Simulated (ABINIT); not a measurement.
# MgS (F-43m) in ABINIT: further runs

The runs below take MgS through single point, with HSE06, PBE, LDA.

Everything below comes from runs of ABINIT 10.8.3 (patched build). Logs are shortened: lines on timing, memory, paths and dates and some standing lists are left out, and cuts for length are marked. The log counts tension as positive stress, the text compression.

**1. Starting point**

It takes space group F-43m (No. 216, cubic). Conventional cell: a = 5.666 Å, b = 5.666 Å, c = 5.666 Å, α = 90.00°, β = 90.00°, γ = 90.00°. S (site symmetry -43m) is surrounded by 4 Mg at 2.45 Å. Mg (site symmetry -43m) has 4 S at 2.45 Å as nearest neighbours.

The cell comes from a database or a generator and needn't be the stable form of this composition.

**2. Single point, HSE06**

Contents of run.abi:

```
pp_dirpath "./"
pseudos "16_S_6_1.8_1.9_pbe_n_v1.0.psp8, 12_Mg_10_1.9_2.0_pbe_v1.0.psp8"

acell 4.006636794 4.006636794 4.006636794 Angstrom
rprim
     0.0000000000     0.7071067812     0.7071067812
     0.7071067812     0.0000000000     0.7071067812
     0.7071067812     0.7071067812     0.0000000000
ntypat 2
znucl 16 12
natom 2
typat 1 2
xred
     0.2500000000     0.2500000000     0.2500000000
     0.0000000000     0.0000000000     0.0000000000

ecut 707.496042 eV

kptopt 1
ngkpt 6 6 6
nshiftk 1
shiftk 0.0 0.0 0.0

ixc -428

nband 10
occopt 1

nstep 60
diemac 6.0
toldfe 1.0e-7

iomode 3
prtwf 0
prtden 0
prteig 0
prtebands 0
prtvol 2
```

Potentials or basis: SPMS NC PBE v1.0.

Run with:

```console
$ mpirun --bind-to none -np 8 abinit run.abi > log 2>&1
```

run.abo:

```text
.Version 10.8.3 of ABINIT
 Symmetries : space group F-4 3 m (#216); Bravais cF (face-center cubic)
================================================================================
 Values of the parameters that define the memory need of the present run
     intxc =       0    ionmov =       0      iscf =       7    lmnmax =       6
     lnmax =       6     mgfft =      36  mpssoang =       3    mqgrid =    3001
     natom =       2  nloc_mem =       1    nspden =       1   nspinor =       1
    nsppol =       1      nsym =      24    n1xccc =    2501    ntypat =       2
    occopt =       1   xclevel =       2
       mpw =        1964          nfft =       46656          nkpt =          16
================================================================================
================================================================================

--------------------------------------------------------------------------------
------------- Echo of variables that govern the present computation ------------
--------------------------------------------------------------------------------
 -outvars: echo values of preprocessed input variables --------
            acell      7.5714462266E+00  7.5714462266E+00  7.5714462266E+00 Bohr
              amu      3.20660000E+01  2.43050000E+01
           diemac      6.00000000E+00
             ecut      2.60000000E+01 Hartree
              ixc        -428
         kptrlatt        6    0    0      0    6    0      0    0    6
          kptrlen      4.54286774E+01
            natom           2
            nband          10
          nbandhf           8
            ngfft          36      36      36
             nkpt          16
           nkpthf         216
            nstep          60
             nsym          24
           ntypat           2
           prtden           0
        prtebands           0
           prteig           0
           prtvol           2
            prtwf           0
            rprim      0.0000000000E+00  7.0710678120E-01  7.0710678120E-01
                       7.0710678120E-01  0.0000000000E+00  7.0710678120E-01
                       7.0710678120E-01  7.0710678120E-01  0.0000000000E+00
          spgroup         216
           toldfe      1.00000000E-07 Hartree
            typat      1  2
          usefock           1
           xangst      1.4165600234E+00  1.4165600234E+00  1.4165600234E+00
                       0.0000000000E+00  0.0000000000E+00  0.0000000000E+00
            xcart      2.6769104852E+00  2.6769104852E+00  2.6769104852E+00
                       0.0000000000E+00  0.0000000000E+00  0.0000000000E+00
             xred      2.5000000000E-01  2.5000000000E-01  2.5000000000E-01
                       0.0000000000E+00  0.0000000000E+00  0.0000000000E+00
            znucl       16.00000   12.00000

================================================================================

 chkinp: Checking input parameters for consistency.

================================================================================
== DATASET  1 ==================================================================

--- !DatasetInfo
iteration_state: {dtset: 1, }
dimensions: {natom: 2, nkpt: 16, mband: 10, nsppol: 1, nspinor: 1, nspden: 1, mpw: 1964, }
cutoff_energies: {ecut:  26.0, pawecutdg:  -1.0, }
electrons: {nelect:   1.60000000E+01, charge:   0.00000000E+00, occopt:   1.00000000E+00, tsmear:   1.00000000E-02, }
meta: {optdriver: 0, ionmov: 0, optcell: 0, iscf: 7, paral_kgb: 0, }
...

 Real(R)+Recip(G) space primitive vectors, cartesian coordinates (Bohr,Bohr^-1):
 R(1)=  0.0000000  5.3538210  5.3538210  G(1)= -0.0933912  0.0933912  0.0933912
 R(2)=  5.3538210  0.0000000  5.3538210  G(2)=  0.0933912 -0.0933912  0.0933912
 R(3)=  5.3538210  5.3538210  0.0000000  G(3)=  0.0933912  0.0933912 -0.0933912
 Unit cell volume ucvol=  3.0691741E+02 bohr^3
 Angles (23,13,12)=  6.00000000E+01  6.00000000E+01  6.00000000E+01 degrees

 getcut: wavevector=  0.0000  0.0000  0.0000  ngfft=  36  36  36
         ecut(hartree)=     26.000   => boxcut(ratio)=   2.07144

--- Pseudopotential description ------------------------------------------------
- pspini: atom type   1  psp file is ./16_S_6_1.8_1.9_pbe_n_v1.0.psp8
    8   11    2    4       600   0.00000      pspcod,pspxc,lmax,lloc,mmax,r2well
    5.99000000000000    6.00000000000000    0.00000000000000   rchrg,fchrg,qchrg
     nproj     2     2     2
     extension_switch     1

- pspini: atom type   2  psp file is ./12_Mg_10_1.9_2.0_pbe_v1.0.psp8
    8   11    1    4       400   0.00000      pspcod,pspxc,lmax,lloc,mmax,r2well
    3.99000000000000    0.00000000000000    0.00000000000000   rchrg,fchrg,qchrg
     nproj     2     2
     extension_switch     1

   2.29840839E+02                                ecore*ucvol(ha*bohr**3)
--------------------------------------------------------------------------------

================================================================================

--- !BeginCycle
iteration_state: {dtset: 1, }
solver: {iscf: 7, nstep: 60, nline: 4, wfoptalg: 0, }
tolerances: {toldfe: 1.00E-07, }
...

     iter   Etot(hartree)      deltaE(h)  residm     vres2
 ETOT  1  -65.342277302492    -6.534E+01 4.478E-02 3.458E+01
[... 48 lines left out ...]
 Atom  Sphere_radius  Integrated_density
    1        2.00000          3.98401976
    2        2.00000          8.29665154
================================================================================

 ----iterations are completed or convergence reached----

 Mean square residual over all n,k,spin=   47.645E-09; max=  48.635E-07
   0.0000  0.0000  0.0000    1  3.09497E-11 kpt; spin; max resid(k); each band:
  8.16E-13 2.62E-13 6.86E-13 1.50E-13 3.05E-11 2.80E-13 3.04E-13 7.04E-13
  3.09E-11 3.74E-12
   0.1667  0.0000  0.0000    1  4.86349E-06 kpt; spin; max resid(k); each band:
  1.08E-12 8.34E-13 7.53E-14 7.88E-14 2.77E-11 1.16E-11 4.09E-13 4.26E-13
  2.99E-11 4.86E-06
   0.3333  0.0000  0.0000    1  5.87613E-07 kpt; spin; max resid(k); each band:
  9.67E-13 3.77E-13 6.91E-13 1.66E-13 1.81E-11 3.68E-12 8.20E-13 8.57E-13
  1.85E-11 5.88E-07
   0.5000  0.0000  0.0000    1  2.49269E-10 kpt; spin; max resid(k); each band:
  1.10E-12 4.52E-13 5.52E-13 2.85E-13 1.33E-11 8.91E-13 6.60E-13 6.96E-13
  1.42E-11 2.49E-10
   0.1667  0.1667  0.0000    1  7.89555E-11 kpt; spin; max resid(k); each band:
  1.14E-12 7.69E-13 1.21E-13 1.18E-13 2.59E-11 1.05E-11 4.14E-13 6.22E-13
  2.94E-11 7.90E-11
   0.3333  0.1667  0.0000    1  8.07301E-08 kpt; spin; max resid(k); each band:
  1.24E-12 6.47E-13 1.68E-13 2.31E-13 1.65E-11 1.05E-11 4.57E-12 6.62E-13
[... 16 lines left out ...]
  -0.3333  0.3333  0.0000    1  6.76702E-11 kpt; spin; max resid(k); each band:
  1.04E-12 2.10E-13 5.28E-13 2.04E-13 5.69E-12 1.04E-11 6.79E-12 6.81E-13
  5.42E-12 6.77E-11
   0.5000  0.5000  0.0000    1  4.72965E-12 kpt; spin; max resid(k); each band:
  1.18E-12 6.01E-13 2.63E-13 2.63E-13 4.40E-12 1.67E-12 7.90E-13 8.17E-13
  4.73E-12 1.09E-12
   0.5000  0.3333  0.1667    1  6.75173E-07 kpt; spin; max resid(k); each band:
  1.26E-12 4.39E-13 2.32E-13 2.50E-13 6.19E-12 7.52E-12 6.50E-12 2.89E-12
  1.38E-11 6.75E-07
  -0.3333  0.3333  0.1667    1  5.89111E-11 kpt; spin; max resid(k); each band:
  9.83E-13 3.29E-13 5.55E-13 2.79E-13 7.04E-12 3.85E-12 6.44E-12 6.23E-12
  1.04E-11 5.89E-11
  -0.3333  0.5000  0.1667    1  9.49090E-12 kpt; spin; max resid(k); each band:
  1.14E-12 3.63E-13 3.23E-13 2.63E-13 2.37E-12 1.27E-12 5.86E-12 7.80E-12
  9.49E-12 8.84E-12
 reduced coordinates (array xred) for    2 atoms
       0.250000000000      0.250000000000      0.250000000000
       0.000000000000      0.000000000000      0.000000000000
 rms dE/dt=  0.0000E+00; max dE/dt=  0.0000E+00; dE/dt below (all hartree)
    1       0.000000000000      0.000000000000      0.000000000000
    2       0.000000000000      0.000000000000      0.000000000000

 cartesian coordinates (angstrom) at end:
    1      1.41656002342141     1.41656002342141     1.41656002342141
    2      0.00000000000000     0.00000000000000     0.00000000000000

 cartesian forces (hartree/bohr) at end:
    1     -0.00000000000000    -0.00000000000000    -0.00000000000000
    2     -0.00000000000000    -0.00000000000000    -0.00000000000000
 frms,max,avg= 0.0000000E+00 0.0000000E+00   0.000E+00  0.000E+00  0.000E+00 h/b

 cartesian forces (eV/Angstrom) at end:
    1     -0.00000000000000    -0.00000000000000    -0.00000000000000
    2     -0.00000000000000    -0.00000000000000    -0.00000000000000
 frms,max,avg= 0.0000000E+00 0.0000000E+00   0.000E+00  0.000E+00  0.000E+00 e/A
 length scales=  7.571446226645  7.571446226645  7.571446226645 bohr
              =  4.006636794000  4.006636794000  4.006636794000 angstroms
 Fermi (or HOMO) energy (hartree) =   0.04671   Average Vxc (hartree)=  -0.26532
 Eigenvalues (hartree) for nkpt=  16  k points:
 kpt#   1, nband= 10, wtk=  0.00463, kpt=  0.0000  0.0000  0.0000 (reduced coord)
  -2.84807   -1.52957   -1.52957   -1.52957   -0.40856    0.04671    0.04671    0.04671
   0.21090    0.38558
 kpt#   2, nband= 10, wtk=  0.03704, kpt=  0.1667  0.0000  0.0000 (reduced coord)
  -2.84807   -1.52961   -1.52958   -1.52958   -0.40240    0.00576    0.04319    0.04319
   0.24869    0.37502
 kpt#   3, nband= 10, wtk=  0.03704, kpt=  0.3333  0.0000  0.0000 (reduced coord)
  -2.84807   -1.52967   -1.52959   -1.52959   -0.38863   -0.05268    0.03673    0.03673
   0.27600    0.38301
 kpt#   4, nband= 10, wtk=  0.01852, kpt=  0.5000  0.0000  0.0000 (reduced coord)
  -2.84807   -1.52971   -1.52960   -1.52960   -0.38080   -0.07750    0.03375    0.03375
   0.27515    0.37146
 kpt#   5, nband= 10, wtk=  0.02778, kpt=  0.1667  0.1667  0.0000 (reduced coord)
  -2.84807   -1.52961   -1.52959   -1.52959   -0.40036    0.00699    0.03490    0.03490
   0.26075    0.35206
 kpt#   6, nband= 10, wtk=  0.11111, kpt=  0.3333  0.1667  0.0000 (reduced coord)
  -2.84807   -1.52966   -1.52961   -1.52960   -0.38904   -0.03599    0.02448    0.02654
[... 16 lines left out ...]
 kpt#  12, nband= 10, wtk=  0.05556, kpt= -0.3333  0.3333  0.0000 (reduced coord)
  -2.84807   -1.52968   -1.52965   -1.52962   -0.37392   -0.04801   -0.03177    0.02044
   0.28001    0.36219
 kpt#  13, nband= 10, wtk=  0.01389, kpt=  0.5000  0.5000  0.0000 (reduced coord)
  -2.84807   -1.52970   -1.52964   -1.52964   -0.37182   -0.06503    0.00572    0.00572
   0.22425    0.29488
 kpt#  14, nband= 10, wtk=  0.11111, kpt=  0.5000  0.3333  0.1667 (reduced coord)
  -2.84807   -1.52968   -1.52963   -1.52961   -0.37923   -0.04952   -0.00492    0.01960
   0.29398    0.35162
 kpt#  15, nband= 10, wtk=  0.11111, kpt= -0.3333  0.3333  0.1667 (reduced coord)
  -2.84807   -1.52968   -1.52965   -1.52962   -0.37392   -0.05379   -0.01886    0.01173
   0.29664    0.34884
 kpt#  16, nband= 10, wtk=  0.05556, kpt= -0.3333  0.5000  0.1667 (reduced coord)
  -2.84807   -1.52969   -1.52965   -1.52963   -0.37155   -0.05254   -0.01481   -0.00243
   0.26603    0.34132
 Total charge density [el/Bohr^3]
)     Maximum=    2.3575E+00  at reduced coord.    0.0000    0.0556    0.9444
)Next maximum=    2.3575E+00  at reduced coord.    0.0556    0.0000    0.9444
)     Minimum=    1.6666E-03  at reduced coord.    0.7500    0.7500    0.7500
)Next minimum=    1.6937E-03  at reduced coord.    0.7500    0.7500    0.7222
   Integrated=    1.6000E+01

--- !EnergyTerms
iteration_state     : {dtset: 1, }
comment             : Components of total free energy in Hartree
kinetic             :  3.13573275098450E+01
hartree             :  2.20676844762803E+01
xc                  : -8.49046577936779E+00
Ewald energy        : -3.36102739738942E+01
psp_core            :  7.48868682819620E-01
local_psp           : -7.35409273544972E+01
non_local_psp+x     : -5.70065074065699E+00
total_energy        : -6.71684371794713E+01
...

--- !EnergyTermsDC
iteration_state     : {dtset: 1, }
comment             : '"Double-counting" decomposition of free energy'
band_energy         : -1.56764761940469E+01
Ewald energy        : -3.36102739738942E+01
psp_core            :  7.48868682819620E-01
xc_dc               : -1.86305917777448E+01
total_energy_dc     : -6.71684732628663E+01
...

 Cartesian components of stress tensor (hartree/bohr^3)
  sigma(1 1)= -1.65424344E-06  sigma(3 2)=  0.00000000E+00
  sigma(2 2)= -1.65424344E-06  sigma(3 1)=  0.00000000E+00
  sigma(3 3)= -1.65424344E-06  sigma(2 1)=  0.00000000E+00

-Cartesian components of stress tensor (GPa)         [Pressure=  4.8670E-02 GPa]
- sigma(1 1)= -4.86695223E-02  sigma(3 2)=  0.00000000E+00
- sigma(2 2)= -4.86695223E-02  sigma(3 1)=  0.00000000E+00
- sigma(3 3)= -4.86695223E-02  sigma(2 1)=  0.00000000E+00

== END DATASET(S) ==============================================================
================================================================================

 -outvars: echo values of variables after computation  --------
            acell      7.5714462266E+00  7.5714462266E+00  7.5714462266E+00 Bohr
           etotal     -6.7168437179E+01
            fcart     -0.0000000000E+00 -0.0000000000E+00 -0.0000000000E+00
                      -0.0000000000E+00 -0.0000000000E+00 -0.0000000000E+00
            rprim      0.0000000000E+00  7.0710678120E-01  7.0710678120E-01
                       7.0710678120E-01  0.0000000000E+00  7.0710678120E-01
                       7.0710678120E-01  7.0710678120E-01  0.0000000000E+00
           strten     -1.6542434389E-06 -1.6542434389E-06 -1.6542434389E-06
                       0.0000000000E+00  0.0000000000E+00  0.0000000000E+00
           xangst      1.4165600234E+00  1.4165600234E+00  1.4165600234E+00
                       0.0000000000E+00  0.0000000000E+00  0.0000000000E+00
             xred      2.5000000000E-01  2.5000000000E-01  2.5000000000E-01
                       0.0000000000E+00  0.0000000000E+00  0.0000000000E+00
 Calculation completed.
```

Wall time 19 min (8 MPI ranks of Arm Neoverse V2, shared host); peak memory 1.1 GiB.

Results:

* Free energy: -1827.7463 eV
* Pressure: 0.0 GPa
* Band gap on the k mesh: 4.47 eV, direct
* Valence electrons inside the program's atomic spheres: S 3.98; Mg 8.30

Caveat: Libxc's HSE differs a little from that of other programs; the potentials were made for another functional, which shifts forces and pressure. A k mesh can miss the band edges.

**3. Single point, PBE**

Contents of run.abi:

```
pp_dirpath "./"
pseudos "S.GGA_PBE-JTH.xml, Mg.GGA_PBE-JTH.xml"

acell 4.006636794 4.006636794 4.006636794 Angstrom
rprim
     0.0000000000     0.7071067812     0.7071067812
     0.7071067812     0.0000000000     0.7071067812
     0.7071067812     0.7071067812     0.0000000000
ntypat 2
znucl 16 12
natom 2
typat 1 2
xcart
     1.4165600234     1.4165600234     1.4165600234
     0.0000000000     0.0000000000     0.0000000000 Angstrom

ecut 24.0
pawecutdg 46.0
pawxcdev 0

kptopt 1
ngkpt 8 8 8
nshiftk 1
shiftk 0.0 0.0 0.0

ixc 11

nband 12
occopt 3
tsmear 0.00183747

nstep 100
tolvrs 1.0e-9

iomode 3
prtwf 0
prtden 0
prteig 0
prtebands 0
enunit 2
```

Potentials or basis: JTH PAW PBE v2.0.

Run with:

```console
$ abinit run.abi > log 2>&1
```

Run time: 19 s. Hardware: 1 thread of Intel Xeon Platinum 8488C (Sapphire Rapids), shared host; peak memory 0.11 GiB.

Results (log left out):

- Free energy: -2013.7353 eV
- Pressure: 1.0 GPa
- Band gap on the k mesh: 3.44 eV, direct
- Valence electrons inside the program's atomic spheres: S 3.64; Mg 8.23

Levels at points of the mesh, in eV from the valence-band top:
| k point | band 4 | band 5 | band 6 | band 7 | band 8 | band 9 | band 10 | band 11 | band 12 |
| --- | --- | --- | --- | --- | --- | --- | --- | --- | --- |
| (0.00, 0.00, 0.00) | -40.49 | -11.26 | 0.00 | 0.00 | 0.00 | 3.44 | 7.92 | 7.92 | 7.92 |
| (0.50, 0.00, 0.00) | -40.49 | -10.58 | -3.11 | -0.32 | -0.32 | 5.10 | 7.62 | 7.62 | 8.60 |
| (0.50, 0.50, 0.00) | -40.49 | -10.36 | -2.80 | -1.02 | -1.02 | 3.89 | 5.64 | 11.15 | 12.30 |

A k mesh can miss the band edges. Expect the measured gap to be larger: semilocal functionals such as PBE lack the derivative discontinuity.

**4. Single point, LDA**

Edit run.abi of step 3 so:

```diff
@@ -18,3 +18,2 @@
 pawecutdg 46.0
-pawxcdev 0
 
@@ -25,3 +24,3 @@
 
-ixc 11
+ixc 7
```

Potentials or basis: JTH PAW PBE v2.0.

Run with:

```console
$ abinit run.abi > log 2>&1
```

run.abo:

```text
.Version 10.8.3 of ABINIT
 Symmetries : space group F-4 3 m (#216); Bravais cF (face-center cubic)
================================================================================
 Values of the parameters that define the memory need of the present run
     intxc =       0    ionmov =       0      iscf =      17    lmnmax =       8
     lnmax =       4     mgfft =      36  mpssoang =       2    mqgrid =    3001
     natom =       2  nloc_mem =       2    nspden =       1   nspinor =       1
    nsppol =       1      nsym =      24    n1xccc =       1    ntypat =       2
    occopt =       3   xclevel =       1
       mpw =        1747          nfft =       46656          nkpt =          29
 PAW method is used; the additional fine FFT grid is defined by:
   mgfftf=        48    nfftf =    110592
================================================================================
================================================================================

--------------------------------------------------------------------------------
[... 248 lines left out ...]
- sigma(2 2)=  1.90779945E+00  sigma(3 1)=  0.00000000E+00
- sigma(3 3)=  1.90779945E+00  sigma(2 1)=  0.00000000E+00

== END DATASET(S) ==============================================================
================================================================================

 -outvars: echo values of variables after computation  --------
            acell      7.5714462266E+00  7.5714462266E+00  7.5714462266E+00 Bohr
           etotal     -7.3943053889E+01
            fcart      3.9292107305E-30  3.6911084494E-47 -3.9292107305E-30
                      -3.9292107305E-30 -3.6911084494E-47  3.9292107305E-30
            rprim      0.0000000000E+00  7.0710678120E-01  7.0710678120E-01
                       7.0710678120E-01  0.0000000000E+00  7.0710678120E-01
                       7.0710678120E-01  7.0710678120E-01  0.0000000000E+00
           strten      6.4844785138E-05  6.4844785138E-05  6.4844785138E-05
                       0.0000000000E+00  0.0000000000E+00  0.0000000000E+00
           xangst      1.4165600234E+00  1.4165600234E+00  1.4165600234E+00
                      -2.1414164432E-11 -2.1414164432E-11 -2.1414164432E-11
             xred      2.5000000000E-01  2.5000000000E-01  2.5000000000E-01
                      -3.7792546870E-12 -3.7792546870E-12 -3.7792546870E-12
 Calculation completed.
```

It took 15 s on 1 thread of Intel Xeon Platinum 8488C (Sapphire Rapids), shared host; peak memory 0.1 GiB.

What came out:

```
Free energy                                           : -2012.0930 eV
Pressure                                              : -1.9 GPa
Band gap on the k mesh                                : 3.17 eV, direct
Valence electrons inside the program's atomic spheres : S 3.62; Mg 8.23
```

Caveat: the PAW data sets were made with another functional, which shifts forces and pressure a little. A k mesh can miss the band edges.

**5. Summary**

```tsv
level	potentials or basis	k mesh	cutoff (eV)	smearing	most SCF steps	fine-grid cutoff	gap on the mesh (eV)	pressure (GPa)
HSE06	SPMS NC PBE v1.0	6 × 6 × 6	707	fixed	60	-	4.47	0.0
PBE	JTH PAW PBE v2.0	8 × 8 × 8	653	fermi-dirac 0.05 eV	-	1251.72 eV	3.44	1.0
LDA	JTH PAW PBE v2.0	8 × 8 × 8	653	fermi-dirac 0.05 eV	-	1251.72 eV	3.17	-1.9
```

Alike in all rows: task single point; no spin polarisation; cell as given.

Caveats: Libxc's HSE differs a little from that of other programs (some runs); the potentials were made for another functional, which shifts forces and pressure (some runs); the PAW data sets were made with another functional, which shifts forces and pressure a little (some runs).

Total energies depend on the potentials used, so only differences within one code and one set of settings carry meaning.
